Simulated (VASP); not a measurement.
# A few sheets of WS2: relaxation and electronic structure

How does a few sheets of WS2 behave as a surface?

Main program and level: VASP 6.6.1; PBE with D3(BJ), no spin polarisation; plane waves and PAW (S, W).

## (1) The structure

The cell holds 6 atoms: 4 S and 2 W. Cell: a = 3.180 Å, b = 3.180 Å, c = 24.375 Å, α = 90.0°, β = 90.0°, γ = 120.0°. It derives from WS2 (Tungstenite). A few sheets cut from a layered arrangement of the crystal. Vacuum lies along c.

## (2) Surface relaxation

All atoms relax at the fixed cell.

The input, INCAR:

```
SYSTEM = WS2
PREC = Normal
ENCUT = 300
EDIFF = 1E-05
NELM = 120
ISMEAR = 0
SIGMA = 0.05
LREAL = .FALSE.
ALGO = Fast
GGA = PE
IVDW = 12
NBANDS = 24
LASPH = .TRUE.
LORBIT = 11
LWAVE = .FALSE.
LCHARG = .FALSE.
KPAR = 2
IBRION = 2
NSW = 40
ISIF = 2
EDIFFG = -0.03
POTIM = 0.4
MAXMIX = 40
IDIPOL = 3
LDIPOL = .TRUE.
DIPOL = 0.5 0.5 0.5
```

The input, POSCAR:

```
WS2
1.0
    3.1800000000      0.0000000000      0.0000000000
   -1.5900000000      2.7539607840      0.0000000000
    0.0000000000      0.0000000000     24.3750000000
S W
4 2
Direct
    0.3333333330      0.6666666670      0.6923076920
    0.3333333330      0.6666666670      0.5641025640
    0.6666666670      0.3333333330      0.4358974360
    0.6666666670      0.3333333330      0.3076923080
    0.6666666670      0.3333333330      0.6282051280
    0.3333333330      0.6666666670      0.3717948720
```

The input, KPOINTS:

```
Automatic mesh
0
Gamma
9 9 1
0 0 0
```

PAW data sets: S and W (PBE family, release 64).

Started as:

```sh
> mpirun -np 2 vasp_std
```

The log of the run:

```text
[banner, memory and clock lines left out]
running    2 mpi-ranks, on    1 nodes
 distrk:  each k-point on    1 cores,    2 groups
 distr:  one band on    1 cores,    1 groups

 POSCAR found type information on POSCAR S W
 POSCAR found :  2 types and       6 ions
 LDA part: xc-table for (Slater+PW92), standard interpolation
 POSCAR, INCAR and KPOINTS ok, starting setup
 FFT: planning ... GRIDC
 FFT: planning ... GRID_SOFT
 FFT: planning ... GRID
 WAVECAR not read
 entering main loop
       N       E                     dE             d eps       ncg     rms          rms(c)
DAV:   1     0.196017818962E+03    0.19602E+03   -0.11043E+04   576   0.791E+02
DAV:   2    -0.310538695745E+02   -0.22707E+03   -0.22177E+03   880   0.211E+02
DAV:   3    -0.498250827267E+02   -0.18771E+02   -0.18652E+02   752   0.695E+01
DAV:   4    -0.502840111649E+02   -0.45893E+00   -0.45768E+00   816   0.122E+01
DAV:   5    -0.502980316907E+02   -0.14021E-01   -0.14012E-01   776   0.196E+00    0.419E+01
RMM:   6    -0.476453382557E+02    0.26527E+01   -0.10195E+01   603   0.128E+01    0.168E+01
RMM:   7    -0.473421691849E+02    0.30317E+00   -0.19555E+00   576   0.747E+00    0.908E+00
RMM:   8    -0.474012383505E+02   -0.59069E-01   -0.96591E-01   591   0.455E+00    0.262E+00
RMM:   9    -0.473761003421E+02    0.25138E-01   -0.15788E-01   587   0.264E+00    0.142E+00
RMM:  10    -0.473735172625E+02    0.25831E-02   -0.58073E-02   593   0.110E+00    0.141E+00
RMM:  11    -0.473738059190E+02   -0.28866E-03   -0.11887E-02   608   0.550E-01    0.364E-01
RMM:  12    -0.473740334885E+02   -0.22757E-03   -0.37044E-03   707   0.241E-01    0.225E-01
RMM:  13    -0.473739854801E+02    0.48008E-04   -0.70437E-04   612   0.116E-01    0.207E-01
RMM:  14    -0.473740775658E+02   -0.92086E-04   -0.15017E-04   633   0.612E-02    0.472E-02
RMM:  15    -0.473741473915E+02   -0.69826E-04   -0.82360E-05   560   0.408E-02    0.110E-02
RMM:  16    -0.473742029013E+02   -0.55510E-04   -0.21069E-05   386   0.232E-02    0.278E-02
RMM:  17    -0.473742233201E+02   -0.20419E-04   -0.14307E-05   383   0.147E-02    0.208E-02
RMM:  18    -0.473742436720E+02   -0.20352E-04   -0.38850E-06   358   0.949E-03    0.127E-02
RMM:  19    -0.473742638826E+02   -0.20211E-04   -0.39302E-06   352   0.812E-03    0.278E-03
RMM:  20    -0.473742682342E+02   -0.43516E-05   -0.95828E-07   274   0.536E-03
   1 F= -.49527699E+02 E0= -.49527699E+02  d E =-.495277E+02
 curvature:   0.00 expect dE= 0.000E+00 dE for cont linesearch  0.000E+00
 trial: gam= 0.00000 g(F)=  0.997E-03 g(S)=  0.000E+00 ort = 0.000E+00 (trialstep = 0.100E+01)
 search vector abs. value=  0.997E-03
 bond charge predicted
       N       E                     dE             d eps       ncg     rms          rms(c)
DAV:   1    -0.473748700207E+02   -0.60614E-03   -0.50775E-02   768   0.108E+00    0.149E-01
RMM:   2    -0.473750184540E+02   -0.14843E-03   -0.23994E-03   578   0.294E-01    0.142E-01
RMM:   3    -0.473749925061E+02    0.25948E-04   -0.45534E-04   576   0.136E-01    0.517E-02
RMM:   4    -0.473750109319E+02   -0.18426E-04   -0.19193E-04   578   0.877E-02    0.987E-02
RMM:   5    -0.473750141377E+02   -0.32058E-05   -0.28145E-05   409   0.376E-02
   2 F= -.49528343E+02 E0= -.49528343E+02  d E =-.644016E-03
[... from here on, the cycles between the ionic steps are left out ...]
   3 F= -.49528399E+02 E0= -.49528399E+02  d E =-.700129E-03
   4 F= -.49528398E+02 E0= -.49528398E+02  d E =-.699274E-03
   5 F= -.49528400E+02 E0= -.49528400E+02  d E =-.700827E-03
   6 F= -.49528572E+02 E0= -.49528572E+02  d E =-.171975E-03
   7 F= -.49528585E+02 E0= -.49528585E+02  d E =-.185142E-03
   8 F= -.49528734E+02 E0= -.49528734E+02  d E =-.149351E-03
   9 F= -.49529124E+02 E0= -.49529124E+02  d E =-.539016E-03
  10 F= -.49529843E+02 E0= -.49529843E+02  d E =-.125850E-02
  11 F= -.49530991E+02 E0= -.49530991E+02  d E =-.240588E-02
  12 F= -.49532195E+02 E0= -.49532195E+02  d E =-.360977E-02
  13 F= -.49532288E+02 E0= -.49532288E+02  d E =-.932935E-04
  14 F= -.49532384E+02 E0= -.49532384E+02  d E =-.189456E-03
  15 F= -.49532726E+02 E0= -.49532726E+02  d E =-.531036E-03
  16 F= -.49533362E+02 E0= -.49533362E+02  d E =-.116757E-02
  17 F= -.49534412E+02 E0= -.49534412E+02  d E =-.221733E-02
  18 F= -.49535598E+02 E0= -.49535598E+02  d E =-.340345E-02
  19 F= -.49533874E+02 E0= -.49533874E+02  d E =-.167941E-02
  20 F= -.49535671E+02 E0= -.49535671E+02  d E =-.347614E-02
 curvature:  -1.95 expect dE=-0.662E-03 dE for cont linesearch -0.672E-05
 ZBRENT: interpolating
 opt :   1.5480  next Energy=   -49.535852 (dE=-0.366E-02)
 bond charge predicted
       N       E                     dE             d eps       ncg     rms          rms(c)
DAV:   1    -0.473311804243E+02    0.10503E-01   -0.15995E+00   576   0.610E+00    0.734E-01
RMM:   2    -0.473342643699E+02   -0.30839E-02   -0.39653E-02   576   0.132E+00    0.198E-01
RMM:   3    -0.473352367753E+02   -0.97241E-03   -0.11002E-02   622   0.555E-01    0.166E-01
RMM:   4    -0.473353915585E+02   -0.15478E-03   -0.19221E-03   675   0.228E-01    0.118E-01
RMM:   5    -0.473353344923E+02    0.57066E-04   -0.14504E-04   576   0.686E-02    0.704E-02
RMM:   6    -0.473353182555E+02    0.16237E-04   -0.46608E-05   459   0.341E-02    0.504E-02
RMM:   7    -0.473353085522E+02    0.97034E-05   -0.26043E-05   398   0.219E-02
  21 F= -.49535369E+02 E0= -.49535369E+02  d E =-.317438E-02
 curvature: -52.57 expect dE=-0.218E-02 dE for cont linesearch -0.182E-03
 trial: gam=-0.04907 g(F)=  0.414E-04 g(S)=  0.000E+00 ort =-0.100E-02 (trialstep = 0.318E+00)
 search vector abs. value=  0.840E-03
 reached required accuracy - stopping structural energy minimisation
```

Elapsed: 97 s, on 2 MPI ranks of AMD EPYC 7R43, shared host; peak memory 0.29 GiB.

Lines that name or quote the potential files are left out of all logs, and their timing lines are given in words.

OUTCAR, selected parts (step 2):

```text
ion  position               nearest neighbor table
   1  0.333  0.667  0.692-   5 2.41   5 2.41   5 2.41
   2  0.333  0.667  0.564-   5 2.41   5 2.41   5 2.41
   3  0.667  0.333  0.436-   6 2.41   6 2.41   6 2.41
   4  0.667  0.333  0.308-   6 2.41   6 2.41   6 2.41
   5  0.667  0.333  0.628-   2 2.41   1 2.41   2 2.41   1 2.41   2 2.41   1 2.41
   6  0.333  0.667  0.372-   3 2.41   4 2.41   3 2.41   4 2.41   3 2.41   4 2.41

  LATTYP: Found a hexagonal cell.
 ALAT       =     3.1800000000
 C/A-ratio  =     7.6650943396

 Subroutine GETGRP returns: Found 12 space group operations
 (whereof 12 operations were pure point group operations)

The static configuration has the point symmetry D_3d.

 Found     12 irreducible k-points:

   k-points           NKPTS =     12   k-points in BZ     NKDIM =     12   number of bands    NBANDS=     24

   dimension x,y,z NGX =    14 NGY =   14 NGZ =  108
   dimension x,y,z NGXF=    28 NGYF=   28 NGZF=  216

   ENCUT  =  300.0 eV  22.05 Ry    4.70 a.u.   4.49  4.49 34.42*2*pi/ulx,y,z

   NELECT =      36.0000    total number of electrons

 k-points in reciprocal lattice and weights: Automatic mesh
   0.00000000  0.00000000  0.00000000       0.012
   0.11111111  0.00000000  0.00000000       0.074
   0.22222222  0.00000000  0.00000000       0.074
   0.33333333  0.00000000  0.00000000       0.074
   0.44444444  0.00000000  0.00000000       0.074
   0.11111111  0.11111111  0.00000000       0.074
   0.22222222  0.11111111  0.00000000       0.148
   0.33333333  0.11111111  0.00000000       0.148
   0.44444444  0.11111111  0.00000000       0.074
   0.22222222  0.22222222  0.00000000       0.074
   0.33333333  0.22222222  0.00000000       0.148
   0.33333333  0.33333333  0.00000000       0.025

 Edisp (eV)   -2.19399

 dipolmoment           0.000000      0.000000     -0.000000 electrons x Angstroem

 average (electrostatic) potential at core
       1 -91.4513       2 -91.4778       3 -91.4778       4 -91.4513       5 -45.7304
       6 -45.7304

 E-fermi :   0.7311

 k-point     1 :       0.0000    0.0000    0.0000
  band No.  band energies     occupation
    ...
     14      -1.6096      2.00000
     15      -1.6096      2.00000
     16      -1.4795      2.00000
     17      -0.2148      2.00000
     18       0.5140      2.00000
     19       2.8811      0.00000
     20       2.8811      0.00000
     21       2.8992      0.00000
     22       2.8992      0.00000
     23       3.0090      0.00000
    ...

 k-point     2 :       0.1111    0.0000    0.0000
  band No.  band energies     occupation
    ...
     14      -1.9112      2.00000
     15      -1.5184      2.00000
     16      -1.1057      2.00000
     17      -0.2788      2.00000
     18       0.1796      2.00000
     19       2.6299      0.00000
     20       2.7242      0.00000
     21       2.7602      0.00000
     22       2.8072      0.00000
     23       2.9016      0.00000
    ...

 k-point     3 :       0.2222    0.0000    0.0000
  band No.  band energies     occupation
    ...
     14      -2.1526      2.00000
     15      -1.7241      2.00000
     16      -1.3112      2.00000
     17      -0.7067      2.00000
     18      -0.6457      2.00000
     19       2.1772      0.00000
     20       2.5180      0.00000
     21       2.5818      0.00000
     22       2.6675      0.00000
     23       2.9648      0.00000
    ...

 Edisp (eV)   -2.20006

  Total      -2.09480    -2.09480    -0.23999     0.00000     0.00000    -0.00000
  in kB     -15.72258   -15.72258    -1.80127     0.00000     0.00000    -0.00000
  external pressure =      -11.08 kB  Pullay stress =        0.00 kB

  energy-cutoff  :      300.00
  volume of cell :      213.47
      direct lattice vectors                 reciprocal lattice vectors
     3.180000000  0.000000000  0.000000000     0.314465409  0.181556688  0.000000000
    -1.590000000  2.753960784  0.000000000     0.000000000  0.363113377  0.000000000
     0.000000000  0.000000000 24.375000000     0.000000000  0.000000000  0.041025641

 POSITION                                       TOTAL-FORCE (eV/Angst)
 -----------------------------------------------------------------------------------
     -0.00000      1.83597     16.76700        -0.000000      0.000000      0.008799
     -0.00000      1.83597     13.64010         0.000000     -0.000000     -0.013459
      1.59000      0.91799     10.73490        -0.000000      0.000000      0.013459
      1.59000      0.91799      7.60800        -0.000000      0.000000     -0.008799
      1.59000      0.91799     15.20216         0.000000      0.000000      0.016660
     -0.00000      1.83597      9.17284        -0.000000      0.000000     -0.016660
 -----------------------------------------------------------------------------------
    total drift:                               -0.000000     -0.000000     -0.000000

  FREE ENERGIE OF THE ION-ELECTRON SYSTEM (eV)
  ---------------------------------------------------
  free  energy   TOTEN  =       -49.5353690491 eV

  energy  without entropy=      -49.5353690490  energy(sigma->0) =      -49.53536905

 reached required accuracy - stopping structural energy minimisation

 vacuum level on the upper side and lower side of the slab         5.447         5.447

 total charge
# of ion       s       p       d       tot
------------------------------------------
    1        1.359   2.364   0.000   3.723
    2        1.361   2.366   0.000   3.726
    3        1.361   2.366   0.000   3.726
    4        1.359   2.364   0.000   3.723
    5        0.564   0.708   4.306   5.578
    6        0.564   0.708   4.306   5.578
--------------------------------------------------
tot          6.567  10.875   8.612  26.055

[... 3 further parts left out ...]
```

CONTCAR:

```
WS2
   1.00000000000000
     3.1800000000000002    0.0000000000000000    0.0000000000000000
    -1.5900000000000001    2.7539607840000002    0.0000000000000000
     0.0000000000000000    0.0000000000000000   24.3750000000000000
  S               W
     4     2
Direct
     0.3333333329999988    0.6666666670000012    0.6878768401687606
     0.3333333329999988    0.6666666670000012    0.5595938548911275
     0.6666666670000012    0.3333333329999988    0.4404061451088725
     0.6666666670000012    0.3333333329999988    0.3121231598312393
     0.6666666670000012    0.3333333329999988    0.6236784165042560
     0.3333333329999988    0.6666666670000012    0.3763215834957439
```

This run has no spin polarisation, so a moment on W, if there is one, isn't seen. The gap is read on the k-mesh alone, so it is an upper bound where the band edges lie off the mesh. The data set W keeps the semicore shell frozen, which is cheaper and a little less accurate. The run keeps the 12 symmetry operations of its start, so it cannot find a distortion of lower symmetry.

Relaxation path:

```tsv
step	energy less that of the first step (eV)	largest force (eV/Å)
1	0.0000	0.0890
2	-0.0006	0.0465
3	-0.0007	0.0492
4	-0.0007	0.0387
5	-0.0007	0.0424
6	-0.0009	0.0431
7	-0.0009	0.0595
8	-0.0010	0.0527
9	-0.0014	0.0374
10	-0.0021	0.0407
11	-0.0033	0.0635
12	-0.0045	0.1876
13	-0.0046	0.1870
14	-0.0047	0.1844
15	-0.0050	0.1771
16	-0.0057	0.1625
17	-0.0067	0.1347
18	-0.0079	0.0783
19	-0.0062	0.0564
20	-0.0080	0.0504
21	-0.0077	0.0167
```

The atoms that moved most (Å):

```tsv
atom	dx	dy	dz	length
W6	0.000	0.000	0.110	0.110
W5	0.000	0.000	-0.110	0.110
S2	0.000	0.000	-0.110	0.110
S3	0.000	0.000	0.110	0.110
S4	0.000	0.000	0.108	0.108
S1	0.000	0.000	-0.108	0.108
```

The relaxed structure:

```xyz
6
Lattice="3.1800 0.0000 0.0000 -1.5900 2.7540 0.0000 0.0000 0.0000 24.3750" Properties=species:S:1:pos:R:3
S     0.0000    1.8360   16.7670
S     0.0000    1.8360   13.6401
S     1.5900    0.9180   10.7349
S     1.5900    0.9180    7.6080
W     1.5900    0.9180   15.2022
W     0.0000    1.8360    9.1728
```

This step gave:

```
electronic cycles                               : 130
electrons                                       : 36
free energy (TOTEN)                             : -49.54 eV
Fermi energy                                    : 0.7311 eV
labelled metallic, from the levels on this mesh : no
dipole moment                                   : 0, 0, 0 e·Å
gap on the k-mesh                               : 1.298 eV
least direct gap on the k-mesh                  : 1.760 eV
```

The run ended after 21 ionic steps, 0.008 eV below its first step, once the forces on the free atoms met EDIFFG = -0.03.

Only the dipole across the slab is computed (IDIPOL = 3); zeros along the plane are no results.

[end of part 1 of 3]

[Lines on the potential files, build, host, timing and source positions are cut from VASP's logs without a mark.]

[Logs are printed without paths, hosts, clocks, repeated set-up lines and the standing remarks that a program may print on its own settings, such as how far it seeks lower states.]

[Hosts, paths, dates, database ids (printed as entryN), source tags and the programs' standing remarks are cut or masked in the printed files.]

[In band tables of VASP the shares of atoms and orbitals are scaled to a sum of 1 inside the atoms' spheres.]

[Runs that stopped without an error message from VASP are left out.]
